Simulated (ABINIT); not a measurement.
# MoSe4 in ABINIT: work function with PBE

Aim: the work function of MoSe4 with PBE.

All numbers are computed with ABINIT 10.8.3 (patched build); they aren't measurements. Logs are shortened: lines on timing, memory, paths and dates and some standing lists are left out, and cuts for length are marked. The log counts tension as positive stress, the text compression.

## (1) Starting point

The cell holds a slab with vacuum, 5 atoms: a = 3.320 Å, b = 3.320 Å, c = 46.875 Å, α = 90.00°, β = 90.00°, γ = 120.00°.

## (2) Work function, PBE

File run.abi:

```
# Pseudopotentials
pp_dirpath "./"
pseudos "Se.GGA_PBE-JTH.xml, Mo.GGA_PBE-JTH.xml"

# Structure
acell 3.3203649265 3.3203649265 46.8749169045 Angstrom
rprim
     1.0000000000     0.0000000000     0.0000000000
    -0.5000000000     0.8660254038     0.0000000000
     0.0000000000     0.0000000000     1.0000000000
ntypat 2
znucl 34 42
natom 5
typat 1 1 2 1 1
xred
     0.3333333300     0.6666666600     0.1600002836
     0.3333333300     0.6666666600     0.4647189922
     0.0000000000     0.0000000000     0.5000000000
     0.3333333300     0.6666666600     0.5352810078
     0.3333333300     0.6666666600     0.8399997164
chkprim 0
chksymtnons 0
tolsym 1.0e-6

# Plane-wave basis
ecut 408.170794 eV
pawecutdg 30.0
pawxcdev 0

# k points
kptopt 1
ngkpt 9 9 1
nshiftk 1
shiftk 0.0 0.0 0.0

# Exchange and correlation
ixc 11

# Bands and occupations
nband 23
occopt 3
tsmear 0.05 eV

# SCF cycle
nstep 120
tolvrs 1.0e-9

# Output
iomode 3
prtwf 0
prteig 0
prtebands 0
enunit 1
prtden 1
prtvha 1
prtvclmb 1
prtpot 1
```

Potentials or basis: JTH PAW PBE v2.0.

Started as:

```console
mpirun --bind-to none -np 4 abinit run.abi > log 2>&1
```

run.abo:

```text
.Version 10.8.3 of ABINIT
 Symmetries : space group P-6 m 2 (#187); Bravais hP (primitive hexag.)
================================================================================
 Values of the parameters that define the memory need of the present run
     intxc =       0    ionmov =       0      iscf =      17    lmnmax =      18
     lnmax =       6     mgfft =     320  mpssoang =       3    mqgrid =   21841
     natom =       5  nloc_mem =       2    nspden =       1   nspinor =       1
    nsppol =       1      nsym =      12    n1xccc =       1    ntypat =       2
    occopt =       3   xclevel =       2
       mpw =        8507          nfft =      184320          nkpt =          12
Pmy_natom=         2
 PAW method is used; the additional fine FFT grid is defined by:
   mgfftf=       450    nfftf =    460800
================================================================================
================================================================================

--------------------------------------------------------------------------------
------------- Echo of variables that govern the present computation ------------
--------------------------------------------------------------------------------
 -outvars: echo values of preprocessed input variables --------
            acell      6.2745803492E+00  6.2745803492E+00  8.8580755124E+01 Bohr
              amu      7.89600000E+01  9.59400000E+01
          chkprim           0
      chksymtnons           0
             ecut      1.50000000E+01 Hartree
           enunit           1
              ixc          11
         kptrlatt        9    0    0      0    9    0      0    0    1
          kptrlen      5.64712231E+01
            natom           5
            nband          23
            ngfft          24      24     320
          ngfftdg          32      32     450
             nkpt          12
            nstep         120
             nsym          12
           ntypat           2
           occopt           3
        pawecutdg      3.00000000E+01 Hartree
         pawxcdev           0
        prtebands           0
           prteig           0
           prtpot           1
         prtvclmb           1
           prtvha           1
            prtwf           0
            rprim      1.0000000000E+00  0.0000000000E+00  0.0000000000E+00
                      -5.0000000000E-01  8.6602540380E-01  0.0000000000E+00
                       0.0000000000E+00  0.0000000000E+00  1.0000000000E+00
          spgroup         187
           tolsym      1.00000000E-06
           tolvrs      1.00000000E-09
           tsmear      1.83746611E-03 Hartree
            typat      1  1  2  1  1
           useylm           1
           xangst      1.6894869908E-17  1.9170135842E+00  7.4999999984E+00
                       1.6894869908E-17  1.9170135842E+00  2.1783664143E+01
                       0.0000000000E+00  0.0000000000E+00  2.3437458452E+01
                       1.6894869908E-17  1.9170135842E+00  2.5091252761E+01
                       1.6894869908E-17  1.9170135842E+00  3.9374916906E+01
            xcart      3.1926677058E-17  3.6226306537E+00  1.4172945941E+01
                       3.1926677058E-17  3.6226306537E+00  4.1165159250E+01
                       0.0000000000E+00  0.0000000000E+00  4.4290377562E+01
                       3.1926677058E-17  3.6226306537E+00  4.7415595875E+01
                       3.1926677058E-17  3.6226306537E+00  7.4407809183E+01
             xred      3.3333333333E-01  6.6666666667E-01  1.6000028360E-01
                       3.3333333333E-01  6.6666666667E-01  4.6471899220E-01
                       0.0000000000E+00  0.0000000000E+00  5.0000000000E-01
                       3.3333333333E-01  6.6666666667E-01  5.3528100780E-01
                       3.3333333333E-01  6.6666666667E-01  8.3999971640E-01
            znucl       34.00000   42.00000

================================================================================

 chkinp: Checking input parameters for consistency.

================================================================================
== DATASET  1 ==================================================================

--- !DatasetInfo
iteration_state: {dtset: 1, }
dimensions: {natom: 5, nkpt: 12, mband: 23, nsppol: 1, nspinor: 1, nspden: 1, mpw: 8507, }
cutoff_energies: {ecut:  15.0, pawecutdg:  30.0, }
electrons: {nelect:   3.80000000E+01, charge:   0.00000000E+00, occopt:   3.00000000E+00, tsmear:   1.83746611E-03, }
meta: {optdriver: 0, ionmov: 0, optcell: 0, iscf: 17, paral_kgb: 0, }
...

 Exchange-correlation functional for the present dataset will be:
  GGA: Perdew-Burke-Ernzerhof functional - ixc=11
  J.P.Perdew, K.Burke, M.Ernzerhof, PRL 77, 3865 (1996)

 Real(R)+Recip(G) space primitive vectors, cartesian coordinates (Bohr,Bohr^-1):
 R(1)=  6.2745803  0.0000000  0.0000000  G(1)=  0.1593732  0.0920142  0.0000000
[... 141 lines left out ...]

 Integrated electronic density in atomic spheres:
 ------------------------------------------------
 Atom  Sphere_radius  Integrated_density
    1        2.21132          3.63007078
    2        2.21132          3.99165557
    3        2.20740         11.22469275
    4        2.21132          3.99165557
    5        2.21132          3.63007078

================================================================================

 ----iterations are completed or convergence reached----

 Mean square residual over all n,k,spin=   11.094E-09; max=  30.212E-07
 reduced coordinates (array xred) for    5 atoms
       0.333333333333      0.666666666667      0.160000283600
       0.333333333333      0.666666666667      0.464718992200
       0.000000000000      0.000000000000      0.500000000000
       0.333333333333      0.666666666667      0.535281007800
       0.333333333333      0.666666666667      0.839999716400
 rms dE/dt=  1.7752E-01; max dE/dt=  4.8615E-01; dE/dt below (all hartree)
    1       0.000000000000      0.000000000000     -0.000879044770
    2       0.000000000000      0.000000000000      0.486152298929
    3       0.000000000000      0.000000000000      0.000000000000
    4      -0.000000000000      0.000000000000     -0.486152298929
    5       0.000000000000      0.000000000000      0.000879044770

 cartesian coordinates (angstrom) at end:
    1      0.00000000000000     1.91701358415701     7.49999999844643
    2      0.00000000000000     1.91701358415701    21.78366414331798
    3      0.00000000000000     0.00000000000000    23.43745845225000
    4      0.00000000000000     1.91701358415701    25.09125276118201
    5      0.00000000000000     1.91701358415701    39.37491690605354

 cartesian forces (hartree/bohr) at end:
    1      0.00000000000000     0.00000000000000     0.00000992365406
    2      0.00000000000000    -0.00000000000000    -0.00548823836789
    3      0.00000000000000     0.00000000000000    -0.00000000000000
    4      0.00000000000000    -0.00000000000000     0.00548823836789
    5     -0.00000000000000     0.00000000000000    -0.00000992365406
 frms,max,avg= 2.0040246E-03 5.4882384E-03   0.000E+00  0.000E+00  0.000E+00 h/b

 cartesian forces (eV/Angstrom) at end:
    1      0.00000000000000     0.00000000000000     0.00051029480900
    2      0.00000000000000    -0.00000000000000    -0.28221656387124
    3      0.00000000000000     0.00000000000000    -0.00000000000000
    4      0.00000000000000    -0.00000000000000     0.28221656387124
    5     -0.00000000000000     0.00000000000000    -0.00051029480900
 frms,max,avg= 1.0305109E-01 2.8221656E-01   0.000E+00  0.000E+00  0.000E+00 e/A
 length scales=  6.274580349155  6.274580349155 88.580755124190 bohr
              =  3.320364926500  3.320364926500 46.874916904500 angstroms
 Fermi (or HOMO) energy (eV) =  -4.02878   Average Vxc (eV)=  -3.45585
 Eigenvalues (   eV  ) for nkpt=  12  k points:
 kpt#   1, nband= 23, wtk=  0.01235, kpt=  0.0000  0.0000  0.0000 (reduced coord)
 -64.94980  -39.08193  -38.93231  -38.93231  -18.29275  -17.25289  -16.73935  -16.73935
  -9.49204   -6.29397   -6.29397   -5.85674   -5.71001   -5.71001   -5.29517   -5.29517
  -4.28449   -1.98036   -1.98036   -1.98036   -1.98036   -1.24772   -1.24772
 prteigrs : prtvol=0 or 1, do not print more k-points.

--- !EnergyTerms
iteration_state     : {dtset: 1, }
comment             : Components of total free energy in Hartree
kinetic             :  2.29357078476662E+01
hartree             :  5.39571393838423E+02
xc                  : -2.89306894475005E+01
Ewald energy        :  4.48439608089320E+02
psp_core            :  1.91855067700536E+00
local_psp           : -1.11331700217053E+03
PAW spherical_terms :  2.22477034864551E+01
internal            : -1.07134727679165E+02
'-kT*entropy'       : -1.98412996877663E-03
total_energy        : -1.07136711809134E+02
total_energy_eV     : -2.91533844616269E+03
...

--- !EnergyTermsDC
iteration_state     : {dtset: 1, }
comment             : '"Double-counting" decomposition of free energy'
band_energy         : -2.32579899881339E+01
Ewald energy        :  4.48439608089320E+02
psp_core            :  1.91855067700536E+00
xc_dc               : -5.49400524143765E+02
PAW spherical_terms :  1.51656451332123E+01
internal            : -1.07134710232361E+02
'-kT*entropy'       : -1.98412996877663E-03
total_energy_dc     : -1.07136694362330E+02
total_energy_dc_eV  : -2.91533797141097E+03
...

--- !EnergyTermsWithPAWCore
iteration_state     : {dtset: 1, }
comment             : 'Components of total free energy, including PAW core contributions'
Total energy        : -1.37693663717794E+04
Total energy DC     : -1.37693663543326E+04
Total energy (eV)   : -3.74683546704911E+05
Total energy DC (eV): -3.74683546230160E+05
...

 Cartesian components of stress tensor (hartree/bohr^3)
  sigma(1 1)=  7.06974872E-05  sigma(3 2)=  0.00000000E+00
  sigma(2 2)=  7.06974872E-05  sigma(3 1)=  0.00000000E+00
  sigma(3 3)= -9.75198096E-06  sigma(2 1)=  0.00000000E+00

-Cartesian components of stress tensor (GPa)         [Pressure= -1.2910E+00 GPa]
- sigma(1 1)=  2.07999189E+00  sigma(3 2)=  0.00000000E+00
- sigma(2 2)=  2.07999189E+00  sigma(3 1)=  0.00000000E+00
- sigma(3 3)= -2.86913185E-01  sigma(2 1)=  0.00000000E+00

== END DATASET(S) ==============================================================
================================================================================

 -outvars: echo values of variables after computation  --------
            acell      6.2745803492E+00  6.2745803492E+00  8.8580755124E+01 Bohr
           etotal     -1.0713669436E+02
            fcart      1.0728387690E-30  4.3977666398E-29  9.9236540593E-06
                       1.0728387690E-30 -1.0467923410E-28 -5.4882383679E-03
                       1.0728387690E-30  9.3529966564E-29 -1.2874900798E-20
                       3.8622195685E-29 -5.2029915175E-29  5.4882383679E-03
                      -4.1840711992E-29  1.9201516314E-29 -9.9236540593E-06
            rprim      1.0000000000E+00  0.0000000000E+00  0.0000000000E+00
                      -5.0000000000E-01  8.6602540380E-01  0.0000000000E+00
                       0.0000000000E+00  0.0000000000E+00  1.0000000000E+00
           strten      7.0697487247E-05  7.0697487222E-05 -9.7519809589E-06
                       0.0000000000E+00  0.0000000000E+00  0.0000000000E+00
           xangst      1.6894869908E-17  1.9170135842E+00  7.4999999984E+00
                       1.6894869908E-17  1.9170135842E+00  2.1783664143E+01
                       0.0000000000E+00  0.0000000000E+00  2.3437458452E+01
                       1.6894869908E-17  1.9170135842E+00  2.5091252761E+01
                       1.6894869908E-17  1.9170135842E+00  3.9374916906E+01
             xred      3.3333333333E-01  6.6666666667E-01  1.6000028360E-01
                       3.3333333333E-01  6.6666666667E-01  4.6471899220E-01
                       0.0000000000E+00  0.0000000000E+00  5.0000000000E-01
                       3.3333333333E-01  6.6666666667E-01  5.3528100780E-01
                       3.3333333333E-01  6.6666666667E-01  8.3999971640E-01
 Calculation completed.
```

Run time: 2 min. Hardware: 4 MPI ranks of Arm Neoverse V2, shared host; peak memory 0.96 GiB.

What came out:

| Property | Result |
| --- | --- |
| Free energy | -2915.3380 eV |
| Largest force | 0.282 eV/Å |
| Band gap on the k mesh | none (metal or under the smearing width) |
| Valence electrons inside the program's atomic spheres | Se 3.63, 3.99; Mo 11.22 |
| Work function | 6.47 eV |

Forces in eV/Å, atoms in the order of the input:
```
Se   0.000  0.000  0.001
Se   0.000  0.000 -0.282
Mo   0.000  0.000  0.000
Se   0.000  0.000  0.282
Se   0.000  0.000 -0.001
```

Levels at points of the mesh, in eV from the Fermi level:
```tsv
k point	band 15	band 16	band 17	band 18	band 19	band 20	band 21	band 22	band 23
(0.00, 0.00, 0.00)	-1.27	-1.27	-0.26	2.05	2.05	2.05	2.05	2.78	2.78
```
